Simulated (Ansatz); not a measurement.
# Au: band structure with PBE

The system is Au.

```xyz
1
Lattice="-1.6573 1.6573 1.6573 1.6573 -1.6573 1.6573 1.6573 1.6573 -1.6573" Properties=species:S:1:pos:R:3 pbc="T T T"
Au    0.0000    0.0000    0.0000
```

This isn't the form of Au at room conditions, which is fcc.

- Program: Ansatz 0.2.0
- Task: band structure
- Functional: PBE
- Potentials or basis: all-electron LAPW, scalar-relativistic
- Cutoff: 251 eV (chosen from the basis error)
- Basis error allowed: 0.001 eV/atom
- k mesh: 11 × 11 × 11
- Occupations: fermi-dirac, width 0.05 eV
- Spin: no spin polarisation

The pressure is -0.9 GPa and the band gap along the path is none (metal or under the smearing width).

Levels at the corners of the path, in eV from the Fermi level:
```
point  band 17  band 18  band 19  band 20  band 21  band 22  band 23  band 24  band 25  band 26
    Γ    -9.07    -4.40    -4.40    -4.40    -2.65    -2.65    16.55    16.55    16.55    23.28
    H    -6.15    -6.15    -1.61    -1.61    -1.61     6.35     6.35     6.35     9.10    15.39
    N    -6.56    -5.38    -2.79    -2.48    -1.27    -0.25     3.33    12.43    13.59    20.95
    Γ    -9.07    -4.40    -4.40    -4.40    -2.65    -2.65    16.55    16.55    16.55    23.28
    P    -4.84    -4.84    -4.84    -2.44    -2.44     2.81     7.06     7.06     7.06    26.36
    H    -6.15    -6.15    -1.61    -1.61    -1.61     6.35     6.35     6.35     9.10    15.39
```

Wall time 7.5 s on 1 thread of Arm Neoverse V2 (shared host), peak memory 0.27 GiB.

Caveat: spin-orbit coupling is left out, which moves the levels of the heavy elements.
